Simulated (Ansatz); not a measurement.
# BN (P6_3mc) in Ansatz: notebook

One crystal, BN, is run at these levels: PBEsol; tasks: single point, equation of state.

Program: Ansatz 0.2.0. These are calculated values, not measurements. Logs are shortened: lines on timing, memory, paths and dates and some standing lists are left out, and cuts for length are marked.

## (1) The structure

The structure is hexagonal, space group P6_3mc (No. 186). The conventional cell has a = 2.554 Å, b = 2.554 Å, c = 4.227 Å, α = 90.00°, β = 90.00°, γ = 120.00°. Around N (site symmetry 3m) lie 4 B at 1.57 to 1.58 Å. Around B (site symmetry 3m) lie 4 N at 1.57 to 1.58 Å.

Measurements of this composition are mostly on another form, of space group No. 194.

## (2) Single point, PBEsol, 5.61 Å³/atom (volume scaled by 0.94)

The input, input.yaml:

```yaml
crystal:
  lattice:
    - [2.5018037563, 0.0, 0.0]
    - [-1.2509018782, 2.1666256083, 0.0]
    - [0.0, 0.0, 4.1405684416]
  atoms:
    - { symbol: "N", position: [0.3333333333, 0.6666666667, 0.125276] }
    - { symbol: "N", position: [0.6666666667, 0.3333333333, 0.625276] }
    - { symbol: B, position: [0.3333333333, 0.6666666667, 0.499724] }
    - { symbol: B, position: [0.6666666667, 0.3333333333, 0.999724] }
kpoints:
  mp_grid: { grid: [12, 12, 6] }
scf:
  occupations: { method: fermi_dirac, width: 0.05 }
hamiltonian:
  xc: pbesol
  pseudopotentials: { kind: all_electron, lapw: { basis_error: 0.002 } }
output:
  forces: true
  stress: true
  eigenvalues: true
```

Potentials or basis: all-electron LAPW, scalar-relativistic.

Command:

```
$ ansatz run input.yaml --threads 2 --pin off --max-ram 6144MiB --backend cpu --events-out ev --progress --plain --runs-dir out
```

Log:

```text
Warning: RAYON_NUM_THREADS=2 ignored (pool sized by the plan → 2); use --threads N
LAPW: plane waves up to 10.582 Å⁻¹, error target 2.0e-3 eV per atom; small_component_spin mean_spin; B in spheres of 0.721 Å, 5 of its electrons in bands, Dirac shells []; N in spheres of 0.814 Å, 7 of its electrons in bands, Dirac shells [] (how accurate: hamiltonian.pseudopotentials.lapw.basis_error, Limitations)
Engine: ansatz 0.2.0, aarch64-unknown-linux-gnu
Pseudopotentials: kind: all_electron
Pseudopotential: N, LAPW, valence charge 7, lapw/all_electron/scalar/gaussian/N, Koelling and Harmon's equation, gaussian nucleus
Pseudopotential: B, LAPW, valence charge 5, lapw/all_electron/scalar/gaussian/B, Koelling and Harmon's equation, gaussian nucleus
Functional definition: PBEsol
  exchange = pbesol_x
  correlation = pbesol_c
Crystal: 4 atoms, lattice volume = 22.444 Å³
Basis set: ecut = 426.6256620203103 eV, 451 PW (Γ), exchange–correlation at level 2
Bands: 16, of which v1, the nominal top of the filled ones, is band 12 counted from 1 (11 counted from 0)
Symmetry: 12 space group operations
Space group: P63mc (ITA 186), of the structure as read, at distance tolerance 2.8e-5 Å
k-points: 76 of 864 (time reversal used)
Non-local potential: N, projectors of the file, none
Non-local potential: B, projectors of the file, none
Initial density: superposition of atomic densities (chi_scale 0.1, normalization cell, long waves kept (reshape's long-wave potential 0.00 eV rms))
Initial wavefunctions: plane waves of lowest kinetic energy (no species holds an atomic orbital)
Functional: x = pbesol(κ = 0.804, μ = 0.12345679012345678), c = pbesol(β = 0.046)
iter 1 solved again at ethr=1.87e-2 eV; its pass at ethr=1.00e-1 eV (dr2=4.48e0 eV) is discarded
SCF iter   1: F=—  HF=-4322.509724 eV  |F-HF|=—  |Δ(HF+E_count)|=         —  Δρ=1.61e-1  dr2=4.48e0  ethr=1.87e-2  ⟨swp⟩=2.0  Hψ=9324  notcnv=0
preconditioner: auto → none  [insulator: Δε(μ)=6.864 eV  Ē_g=18.894 eV  σ=0.050 eV  W_gap=1.00  n_scr=2 (ndim 8)  ℏωp=31.4 eV  f_vac=0.000  D(μ)=0.00/eV (n_scr^D=0)  ε∞_Penn≈3.8]
iter 2 solved again at ethr=1.76e-3 eV; its pass at ethr=1.87e-2 eV (dr2=4.22e-1 eV) is discarded
SCF iter   2: F=—  HF=-4320.575209 eV  |F-HF|=—  |Δ(HF+E_count)|=    1.93e0  Δρ=5.36e-2  dr2=4.21e-1  ethr=1.76e-3  ⟨swp⟩=2.0  Hψ=6529  notcnv=0
SCF iter   3: F=—  HF=-4320.408159 eV  |F-HF|=—  |Δ(HF+E_count)|=   1.67e-1  Δρ=2.31e-2  dr2=8.22e-2  ethr=1.76e-3  ⟨swp⟩=2.9  Hψ=3445  notcnv=0
SCF iter   4: F=—  HF=-4320.392015 eV  |F-HF|=—  |Δ(HF+E_count)|=         —  Δρ=1.01e-2  dr2=1.63e-2  ethr=3.43e-4  ⟨swp⟩=2.0  Hψ=3259  notcnv=0
the basis was enlarged: its passes take 2.4 MiB over the memory plan, 2 of 2 planned eigensolver slots
SCF iter   5: F=—  HF=-4320.388187 eV  |F-HF|=—  |Δ(HF+E_count)|=   3.83e-3  Δρ=2.19e-3  dr2=7.91e-4  ethr=6.79e-5  ⟨swp⟩=2.9  Hψ=3464  notcnv=0
SCF iter   6: F=—  HF=-4320.388013 eV  |F-HF|=—  |Δ(HF+E_count)|=   1.74e-4  Δρ=2.35e-4  dr2=9.69e-6  ethr=3.29e-6  ⟨swp⟩=2.9  Hψ=3276  notcnv=0
SCF iter   7: F=-4320.388011 eV  HF=-4320.388011 eV  |F-HF|=2.21e-9  |Δ(HF+E_count)|=   1.49e-6  Δρ=1.18e-5  dr2=2.23e-8  ethr=4.04e-8  ⟨swp⟩=3.0  Hψ=3355  notcnv=0
SCF 1 converged in 7 iterations: F = -4320.388011 eV  dr2 = 2.23e-8
SCF converged after 7 iterations
Free energy (F): -4320.388011 eV
Harris-Foulkes:  -4320.388011 eV  (|F-HF|=2.21e-9)
Internal energy: -4320.388011 eV  (E = F + TS)
E sigma→0 (E₀):  -4320.388011 eV
Fermi energy:    14.888157 eV
--- Per-component energies (eV) ---
  E_band       = -2014.806948
  E_kinetic    = 4311.760903
  E_xc         = -584.870375
  E_electrostatic = -8047.278539  (all electrons and nuclei)
  E_smearing   = -0.000000  (= −TS)
  E_closure    = 0.000000  (closes the sum)
  E_atoms      = -4283.694674  (free atoms, spherical and without spin; not in F)
  Σ components = -4320.388011   (vs F -4320.388011, Δ=0.00e0)
  Basis errors (estimates in eV, not in F): energy 1.1e-3 per atom: plane waves 1.0e-3 (6.2e-4 summed), levels above the bands 1.6e-69, relativity 8.1e-9, radial functions 8.7e-5, core shells 0.0e0; eigenvalues (radial functions only) 6.9e-6; not estimated: angular momenta, meshes, grids; target (lapw.basis_error) 2.0e-3; muffin-tin radii B 0.721 Å, N 0.814 Å
--- Forces (eV/Å), atoms counted from 1 ---
  atom   1  N      0.00000000    -0.00000000     0.03661905
  atom   2  N     -0.00000000     0.00000000     0.03661905
  atom   3  B      0.00000000    -0.00000000    -0.03658031
  atom   4  B     -0.00000000     0.00000000    -0.03658031
  max |Σ_I F_I| component: 7.75e-5 eV/Å
--- Stress (GPa, compression-positive) ---
       19.485537      -0.000000      -0.000000
       -0.000000      19.485537      -0.000000
       -0.000000      -0.000000      19.226966
  P = ⅓ Tr σ = 19.3993 GPa (193.993 kbar)
--- Band table (eV; the first three rows and the last of 76) ---
  k-point 0: bands = ["-361.2087", "-361.2087", "-158.9605", "-158.9603", "-8.5887", "-4.1471", "0.9337", "10.2034", "10.2034", "12.1465", "12.4494", "12.4494", "20.9724", "20.9724", "21.2614", "22.5766"]
  k-point 1: bands = ["-361.2087", "-361.2087", "-158.9605", "-158.9603", "-8.4150", "-4.7805", "1.8740", "10.3272", "10.3272", "11.2136", "12.2618", "12.2618", "21.1790", "21.1790", "21.6256", "22.5502"]
  k-point 2: bands = ["-361.2087", "-361.2087", "-158.9605", "-158.9604", "-7.8992", "-5.9615", "3.9531", "9.0405", "10.6801", "10.6801", "11.7856", "11.7856", "21.7545", "21.7545", "22.1206", "22.4772"]
  k-point 75: bands = ["-361.2087", "-361.2087", "-158.9603", "-158.9603", "-2.7443", "-2.7443", "3.2413", "3.2413", "4.1760", "4.1760", "9.2354", "9.2354", "22.0776", "22.0776", "22.6481", "22.6481"]
```

Wall time 13 s (2 threads of Arm Neoverse V1, shared host); peak memory 0.33 GiB.

Results:

| Quantity | Value |
| --- | --- |
| Free energy | -4320.3880 eV |
| Pressure | 19.4 GPa |
| Largest force | 0.037 eV/Å |
| Band gap on the k mesh | 4.87 eV, indirect (least direct gap 8.45 eV) |

## (3) Single point, PBEsol, 5.73 Å³/atom (volume scaled by 0.96)

input.yaml: that of step 2 with these lines changed.

```diff
@@ -2,5 +2,5 @@
   lattice:
-    - [2.5018037563, 0.0, 0.0]
-    - [-1.2509018782, 2.1666256083, 0.0]
-    - [0.0, 0.0, 4.1405684416]
+    - [2.5194226731, 0.0, 0.0]
+    - [-1.2597113366, 2.1818840378, 0.0]
+    - [0.0, 0.0, 4.169728335]
   atoms:
```

Potentials or basis: all-electron LAPW, scalar-relativistic.

Command:

```
$ ansatz run input.yaml --threads 2 --pin off --max-ram 6144MiB --backend cpu --events-out ev --progress --plain --runs-dir out
```

It took 13 s on 2 threads of Arm Neoverse V1, shared host; peak memory 0.33 GiB.

The run converged. Its results:

```yaml
Free_energy: -4320.4318 eV
Pressure: 10.2 GPa
Largest_force: 0.019 eV/Å
Band_gap_on_the_k_mesh: 4.91 eV, indirect (least direct gap 8.35 eV)
```

## (4) Single point, PBEsol, 5.85 Å³/atom (volume scaled by 0.98)

input.yaml: that of step 3 with these lines changed.

```diff
@@ -2,5 +2,5 @@
   lattice:
-    - [2.5194226731, 0.0, 0.0]
-    - [-1.2597113366, 2.1818840378, 0.0]
-    - [0.0, 0.0, 4.169728335]
+    - [2.536798551, 0.0, 0.0]
+    - [-1.2683992755, 2.1969319894, 0.0]
+    - [0.0, 0.0, 4.1984859909]
   atoms:
```

Command:

```
$ ansatz run input.yaml --threads 2 --pin off --max-ram 6144MiB --backend cpu --events-out ev --progress --plain --runs-dir out
```

It took 13 s on 2 threads of Arm Neoverse V1, shared host; peak memory 0.32 GiB.

It converged, with:

```
Free energy            : -4320.4494 eV
Pressure               : 1.8 GPa
Band gap on the k mesh : 4.94 eV, indirect (least direct gap 8.25 eV)
```

## (5) Single point, PBEsol, 5.97 Å³/atom

input.yaml: that of step 4 with these lines changed.

```diff
@@ -2,5 +2,5 @@
   lattice:
-    - [2.536798551, 0.0, 0.0]
-    - [-1.2683992755, 2.1969319894, 0.0]
-    - [0.0, 0.0, 4.1984859909]
+    - [2.5539396017, 0.0, 0.0]
+    - [-1.2769698009, 2.2117765748, 0.0]
+    - [0.0, 0.0, 4.226855]
   atoms:
```

Command:

```
$ ansatz run input.yaml --threads 2 --pin off --max-ram 6144MiB --backend cpu --events-out ev --progress --plain --runs-dir out
```

Wall time 13 s (2 threads of Arm Neoverse V1, shared host); peak memory 0.33 GiB.

Results (log left out):

| Quantity | Value |
| --- | --- |
| Free energy | -4320.4430 eV |
| Pressure | -5.9 GPa |
| Largest force | 0.013 eV/Å |
| Band gap on the k mesh | 4.98 eV, indirect (least direct gap 8.15 eV) |

## (6) Single point, PBEsol, 6.09 Å³/atom (volume scaled by 1.02)

input.yaml: that of step 5 with these lines changed.

```diff
@@ -2,5 +2,5 @@
   lattice:
-    - [2.5539396017, 0.0, 0.0]
-    - [-1.2769698009, 2.2117765748, 0.0]
-    - [0.0, 0.0, 4.226855]
+    - [2.5708536019, 0.0, 0.0]
+    - [-1.285426801, 2.2264245287, 0.0]
+    - [0.0, 0.0, 4.254848233]
   atoms:
```

Potentials or basis: all-electron LAPW, scalar-relativistic.

Command:

```
$ ansatz run input.yaml --threads 2 --pin off --max-ram 6144MiB --backend cpu --events-out ev --progress --plain --runs-dir out
```

Run time: 13 s. Hardware: 2 threads of Arm Neoverse V1, shared host; peak memory 0.32 GiB.

Results (log left out):

| Item | Value |
| --- | --- |
| Free energy | -4320.4149 eV |
| Pressure | -12.8 GPa |
| Largest force | 0.028 eV/Å |
| Band gap on the k mesh | 5.01 eV, indirect (least direct gap 8.05 eV) |

## (7) Single point, PBEsol, 6.21 Å³/atom (volume scaled by 1.04)

input.yaml: that of step 6 with these lines changed.

```diff
@@ -2,5 +2,5 @@
   lattice:
-    - [2.5708536019, 0.0, 0.0]
-    - [-1.285426801, 2.2264245287, 0.0]
-    - [0.0, 0.0, 4.254848233]
+    - [2.5875479243, 0.0, 0.0]
+    - [-1.2937739622, 2.2408822359, 0.0]
+    - [0.0, 0.0, 4.2824778918]
   atoms:
```

Command:

```
$ ansatz run input.yaml --threads 2 --pin off --max-ram 6144MiB --backend cpu --events-out ev --progress --plain --runs-dir out
```

It took 13 s on 2 threads of Arm Neoverse V1, shared host; peak memory 0.32 GiB.

Results (log left out):

```yaml
Free_energy: -4320.3671 eV
Pressure: -19.2 GPa
Largest_force: 0.042 eV/Å
Band_gap_on_the_k_mesh: 5.03 eV, indirect (least direct gap 7.95 eV)
```

## (8) Single point, PBEsol, 6.33 Å³/atom (volume scaled by 1.06)

input.yaml: that of step 7 with these lines changed.

```diff
@@ -2,5 +2,5 @@
   lattice:
-    - [2.5875479243, 0.0, 0.0]
-    - [-1.2937739622, 2.2408822359, 0.0]
-    - [0.0, 0.0, 4.2824778918]
+    - [2.6040295656, 0.0, 0.0]
+    - [-1.3020147828, 2.255155756, 0.0]
+    - [0.0, 0.0, 4.3097555565]
   atoms:
```

Command:

```
$ ansatz run input.yaml --threads 2 --pin off --max-ram 6144MiB --backend cpu --events-out ev --progress --plain --runs-dir out
```

It took 13 s on 2 threads of Arm Neoverse V1, shared host; peak memory 0.32 GiB.

Results (log left out):

| Property | Result |
| --- | --- |
| Free energy | -4320.3012 eV |
| Pressure | -24.9 GPa |
| Largest force | 0.055 eV/Å |
| Band gap on the k mesh | 5.06 eV, indirect (least direct gap 7.84 eV) |

## (9) Equation of state, PBEsol

Potentials or basis: all-electron LAPW, scalar-relativistic.

This step only gathers the single runs of the series.

What came out:

```
Equilibrium volume                        : 5.88 Å³/atom
Bulk modulus at fixed shape and positions : 386 GPa
Pressure derivative of the bulk modulus   : 3.7
```

Energy against volume, from the lowest point:
```
volume (Å³/atom)  energy (meV/atom)
           5.611              15.34
           5.730               4.38
           5.850               0.00
           5.969               1.59
           6.088               8.61
           6.208              20.58
           6.327              37.04
```

Caveat: the cell was scaled at fixed shape and fractional positions, which overstates the stiffness of a crystal with free parameters, most of all of layers and chains.
